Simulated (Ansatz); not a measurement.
# Moving the Hubbard U on Ni d in NiSi2

The cell as given:

Symmetry: Fm-3m, No. 225, cubic system. Conventional cell: a = 5.406 Å, b = 5.406 Å, c = 5.406 Å, α = 90.00°, β = 90.00°, γ = 90.00°. Ni (site symmetry m-3m) has 8 Si at 2.34 Å as nearest neighbours. Si (site symmetry -43m) is surrounded by 4 Ni at 2.34 Å.

Kept alike: task relaxation of cell and atoms; functional PBE; k mesh 9 × 9 × 9; occupations fermi-dirac, width 0.05 eV; collinear spin, ferromagnetic start. Program: Ansatz, Ansatz PAW, cutoff 420 eV. The mesh is that of the run's cell of 3 atoms. No spin-orbit coupling.

```tsv
Hubbard U on Ni d, U (eV)	volume (Å³/atom)
0	13.501
1	13.492
2	?
3	13.479
4	13.474
5	13.471
6	13.469
8	13.472
```

The relaxations keep at least the cell's symmetry (Fm-3m). For a metal such a mesh leaves the last digits unconverged. Relaxations stop with a little pressure left, so the last digits of a volume or edge aren't settled. How U acts hangs on the program's projectors. The moments vanished: the runs ended non-magnetic. U is the effective U - J on orthogonalised atomic projectors. Double counting: fully localised limit (the default).

**Question.** Fit the rows shown and predict the run at 2 eV.

**Answer.** A least-squares parabola through the rows shown is volume = 0.000779 U² - 0.00992 U + 13.5012 (largest miss 0.0007); at U = 2 it gives 13.484 Å³/atom. The run gave: volume 13.485 Å³/atom.
